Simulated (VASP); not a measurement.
Write the native input for VASP 6.6.1 that does the following.

```yaml
Task: dielectric tensor
Functional: PBE
Dispersion: D3(BJ)
Potentials_or_basis: VASP PAW PBE potentials, release 64 (B, N)
Cutoff: 520 eV
k_mesh: 21 × 21 × 8
Occupations: gaussian, width 0.02 eV
Spin: no spin polarisation
Further_INCAR_settings: ALGO = Normal; EDIFF = 1e-07
```

The structure of BN lies in POSCAR:

```
BN                                      
1.0
    2.5068149928      0.0000000000      0.0000000000
   -1.2534074964      2.1709654616      0.0000000000
    0.0000000000      0.0000000000      6.5854223803
  B               N             
     2     2
Direct
     0.3333333300000021    0.6666666699999979    0.2500000000000000
     0.6666666699999979    0.3333333300000021    0.7500000000000000
     0.3333333300000021    0.6666666699999979    0.7500000000000000
     0.6666666699999979    0.3333333300000021    0.2500000000000000
```

These files were run (other wordings do the same):

INCAR

```
PREC = Accurate
ENCUT = 520
EDIFF = 1E-7
ISMEAR = 0
SIGMA = 0.02
LREAL = F
LASPH = T
NELM = 80
ALGO = Normal
ISIF = 2
LWAVE = F
LCHARG = F
GGA = PE
IVDW = 12
LEPSILON = T
KPAR = 4
```

KPOINTS

```
Automatic mesh
0
Gamma
  21 21 8
```

Potentials or basis: VASP PAW PBE potentials, release 64 (B, N).

Run with:

```sh
$ cat potpaw_PBE.64/B/POTCAR potpaw_PBE.64/N/POTCAR > POTCAR
$ mpirun -np 4 vasp_std > vasp.out
```

It gave:

| Property | Result |
| --- | --- |
| Band gap on the k mesh | 4.24 eV, indirect (least direct gap 4.63 eV) |
| Electronic dielectric tensor (diagonal) | 4.78, 4.78, 2.73 |
| Born charges (mean of the diagonal) | B +2.06; N -2.06 e |
| Dispersion energy per atom | -0.142 eV |

Caveat: an odd mesh through Γ misses points on the zone boundary, where band edges often lie.

It took 120 s on 4 MPI ranks on Intel(R) Xeon(R) 6975P-C (Granite Rapids) (shared host), peak memory 0.67 GiB a rank.
